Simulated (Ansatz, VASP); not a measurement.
Two plane-wave programs on Pd

```
Pd
1.0
    -0.04862    1.94490    1.94490
     1.89628    0.00000    1.89628
     1.94490    1.94490   -0.04862
Pd
1
Direct
  0.00000 0.00000 0.00000
```

Change from the starting cell: strain -0.0500 x Voigt [0, 0, 0, 0, 1, 0], atoms carried along.

Alike in both runs: task single point; functional PBE; k mesh 20 × 20 × 20; occupations gaussian, width 0.15 eV; no spin polarisation.

```csv
,VASP,Ansatz
version,VASP 6.6.1,Ansatz 0.2.0
potentials or method,"VASP PAW PBE potentials, release 64 (Pd)","scalar-relativistic, plane waves, PAW"
plane-wave cutoff (eV),520,420
valence electrons in the cell,10,18
```

|  | VASP | Ansatz | Ansatz less VASP |
| --- | --- | --- | --- |
| gap on the k mesh at the Fermi level (eV) | none | none | - |
| pressure (GPa) | 7.9 | 8.2 | +0.33 |
| largest component of the traceless stress (GPa) | 4.20 | 4.22 | +0.023 |

A gap of «none» marks a metal or a gap that the smearing closes. The functional is the same, so the differences come from potentials, cutoffs and numerics. The two sets of potentials don't hold the same shells in valence.
